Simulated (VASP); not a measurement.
Given:

```
CELL_PARAMETERS angstrom
      6.20886     0.00000     0.00000
      0.00000     6.20886     0.00000
      0.00000     0.00000     6.20886
ATOMIC_POSITIONS crystal
  Cs 0.00000 0.00000 0.00000
  Pb 0.50000 0.50000 0.50000
  I  0.50000 0.00000 0.50000
  I  0.00000 0.50000 0.50000
  I  0.50000 0.50000 0.00000
```

Calculation: PBEsol GGA, VASP's PBE PAW potentials (set 64) (plane waves; VASP). Run with 400 eV cut-off, 4×4×4 Γ-centred mesh, tetrahedra with Blöchl corrections, potentials Cs_sv Pb_d I.

The cores are frozen, which limits the accuracy of field gradients.

Task: Give the principal components of the electric field gradient (V/Å²) and the asymmetry η at each nucleus.

Result: 
```json
[
 {"atom": "Cs1", "Vxx": "0.0", "Vyy": "0.0", "Vzz": "0.0", "η": "-"},
 {"atom": "Pb2", "Vxx": "0.0", "Vyy": "0.0", "Vzz": "0.0", "η": "-"},
 {"atom": "I3", "Vxx": "-159.8", "Vyy": "-159.8", "Vzz": "319.6", "η": "0.00"},
 {"atom": "I4", "Vxx": "-159.8", "Vyy": "-159.8", "Vzz": "319.6", "η": "0.00"},
 {"atom": "I5", "Vxx": "-159.8", "Vyy": "-159.8", "Vzz": "319.6", "η": "0.00"}
]
```

The compound is CsPbI3 in the cubic perovskite structure, the ideal cubic form; the compound distorts at low or room temperature. It was relaxed first.
